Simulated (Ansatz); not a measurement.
**HfN: where the heat goes in a short trajectory**

These are results of DFT PBE, scalar-relativistic, plane waves, PAW in Ansatz, not measurements. Settings: plane waves to 420 eV, k-mesh 2×2×2 (shifted by 0.5, 0.5, 0.5 steps), Fermi–Dirac smearing 0.05 eV. The mesh is coarse. Spin–orbit coupling is left out, which can shift energies with elements as heavy as these. No spin polarisation.

16 atoms start on the lattice sites below (V = 186.3 Å³, 1.01 times the source cell's; static pressure 3.30 GPa, largest force component 0.00 eV/Å) with velocities drawn for 450 K; Langevin thermostat aiming at the same temperature, fixed cell, 49 steps of 2 fs.

```
Hf N
1.0
    -4.53301    4.53301    0.00000
    -4.53301    0.00000    4.53301
     0.00000    4.53301    4.53301
Hf N
8 8
Cartesian
  0.0000 0.0000 0.0000
  -2.2665 2.2665 0.0000
  -2.2665 0.0000 2.2665
  0.0000 2.2665 2.2665
  -4.5330 2.2665 2.2665
  -2.2665 4.5330 2.2665
  -2.2665 2.2665 4.5330
  -4.5330 4.5330 4.5330
  -6.7995 6.7995 6.7995
  -4.5330 4.5330 6.7995
  -4.5330 6.7995 4.5330
  -6.7995 4.5330 4.5330
  -2.2665 4.5330 4.5330
  -4.5330 2.2665 4.5330
  -4.5330 4.5330 2.2665
  -2.2665 2.2665 2.2665
```

| t (fs) | T (K) | kinetic energy (meV/atom) | potential energy over the first frame (meV/atom) | P with the kinetic part (GPa) |
| --- | --- | --- | --- | --- |
| 0.0 | 422 | 54.5 | 0.0 | 3.80 |
| 6.0 | 422 | 54.5 | 6.1 | 4.07 |
| 12.0 | 434 | 56.2 | 16.8 | 4.55 |
| 18.0 | 508 | 65.7 | 25.0 | 4.99 |
| 24.0 | 418 | 54.0 | 34.0 | 5.30 |
| 30.0 | 370 | 47.9 | 35.6 | 5.33 |
| 36.0 | 484 | 62.6 | 37.3 | 5.58 |
| 42.0 | 390 | 50.4 | 40.0 | 5.59 |
| 48.0 | 414 | 53.4 | 38.1 | 5.60 |
| 54.0 | 503 | 65.0 | 31.2 | 5.65 |
| 60.0 | 437 | 56.5 | 28.5 | 5.67 |
| 66.0 | 533 | 68.9 | 28.8 | 5.91 |
| 72.0 | 480 | 62.1 | 37.3 | 6.21 |
| 78.0 | 415 | 53.6 | 49.9 | 6.68 |
| 84.0 | 273 | 35.3 | 54.7 | 6.68 |
| 90.0 | 292 | 37.8 | 53.7 | 6.58 |
| 96.0 | 347 | 44.9 | 41.4 | 5.99 |

T counts 3N degrees of freedom. Means over every step of the second half, not only the rows shown: T = 420 K, kinetic energy 54.3 meV/atom, potential energy 40.5 meV/atom, P = 6.15 GPa.

Problem. Does the potential energy follow equipartition for harmonic vibrations?

Solution. In a harmonic crystal each vibration holds as much potential as kinetic energy on average; T is counted on all 3N degrees of freedom here, and the thermostat also drives the centre of mass, which has no potential energy, so the share is (N − 1)/N of the kinetic energy, 50.9 meV/atom. The run has 40.5, a ratio of 0.80. The deficit can mean that slow modes haven't yet taken up their share, that the thermostat is still feeding kinetic energy, or that the atoms found a lower arrangement than the start. So short a run gives a rough mean. Electronic entropy is part of the potential energy at this smearing.

Problem. Split the rise of pressure into the kinetic part and the rest. Can a thermal Grüneisen parameter be estimated?

Solution. The program counts the kinetic part as N k_B T/V = 0.50 GPa. The pressure lies 2.85 GPa over the static one in all, so the forces add 2.36 GPa. For a harmonic mode with ω ∝ V^(−γ) and an amplitude that scales with the cell, the forces add (2γ − 2/3)U/V, which needs no equipartition; when U equals the kinetic energy K, this and the kinetic part 2K/(3V) sum to the Mie–Grüneisen γE_th/V. With U = N × 40.5 meV, γ = 1/3 + V ΔP_forces/(2U) = 2.45, for harmonic vibrations a mean over the modes weighted by their potential energy, for uniform scaling of the cell (in a layered or otherwise anisotropic crystal this differs from γ under hydrostatic pressure). Most solids fall between 1 and 3, and tetrahedral, framework and layered ones often lower; anharmonic motion and pressure swings in a cell of 16 atoms make this value uncertain by tenths or more. The mean pressure differs by 0.7 GPa between the two halves of this window, worth 0.6 in γ, so slow motion isn't averaged out and the value is a rough guess.

Cost: 1 run of about 6.3 core-minutes (earlier runs that led there not counted), on Intel Xeon Platinum 8488C (Sapphire Rapids) (shared hosts).